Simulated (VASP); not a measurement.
# InN (zinc blende): computed properties

The numbers are results of r2SCAN meta-GGA, VASP's PBE PAW potentials (set 64) (plane waves; VASP 6.6.1), not measurements.

```json
{
  "space_group": "F-43m (216)",
  "cell": "a = b = c = 5.0042 Å, α = β = γ = 90.00°",
  "volume_per_atom": "15.66 Å³/atom",
  "band gap (over mesh and band path)": "none (metal, semimetal or under 0.01 eV)",
  "density": "6.83 g/cm³"
}
```

```yaml
crystal:
  lattice:
    - [0.00000, 2.50209, 2.50209]
    - [2.50209, 0.00000, 2.50209]
    - [2.50209, 2.50209, 0.00000]
  atoms:
    - { symbol: In, position: [0.00000, 0.00000, 0.00000] }
    - { symbol: N, position: [0.25000, 0.25000, 0.25000] }
```

Unless said otherwise, spin-orbit coupling is left out, though it shifts the bands of the heavy elements here.

The compound is InN in the zinc blende structure, a metastable form; wurtzite is the usual one. It was relaxed first. Symmetry was kept, so distortions that lower it aren't found.
